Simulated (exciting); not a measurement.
# Ca: single point with PBEsol (libxc)

Ca:

```xyz
2
Lattice="3.9800 0.0000 0.0000 -1.9900 3.4468 0.0000 0.0000 0.0000 6.5200" Properties=species:S:1:pos:R:3 pbc="T T T"
Ca    1.9900    1.1489    4.8900
Ca    0.0000    2.2979    1.6300
```

This isn't the form of Ca at room conditions, which is fcc.

- Program: exciting (release sodium)
- Task: single point
- Functional: PBEsol (libxc)
- Potentials or basis: all-electron LAPW+lo, shipped species files, valence relativity iora*
- rgkmax: 8.5
- k mesh: 8 × 8 × 4
- Occupations: fermi-dirac, width 0.01 eV
- Spin: no spin polarisation

* Band gap on the k mesh: none (metal or under the smearing width)
* All electrons inside the program's atomic spheres: Ca 17.85 (radii Ca 2.2 bohr)

Levels at points of the mesh, in eV from the Fermi level:
| k point | band 8 | band 9 | band 10 | band 11 | band 12 | band 13 |
| --- | --- | --- | --- | --- | --- | --- |
| (0.00, 0.00, 0.00) | -23.06 | -4.00 | -1.07 | -0.28 | 2.14 | 2.16 |
| (0.50, 0.00, 0.00) | -23.09 | -1.16 | -0.74 | 0.21 | 0.35 | 1.27 |
| (0.00, 0.00, 0.50) | -23.08 | -3.03 | -3.03 | 1.31 | 1.31 | 2.15 |
| (0.50, 0.00, 0.50) | -23.09 | -0.71 | -0.71 | 0.02 | 0.02 | 1.37 |

It took 2.5 min on 1 thread of Intel(R) Xeon(R) Platinum 8375C CPU @ 2.90GHz (Ice Lake), on a shared host, peak memory 0.17 GiB.

Caveat: the cell was measured hot, at 723 K.
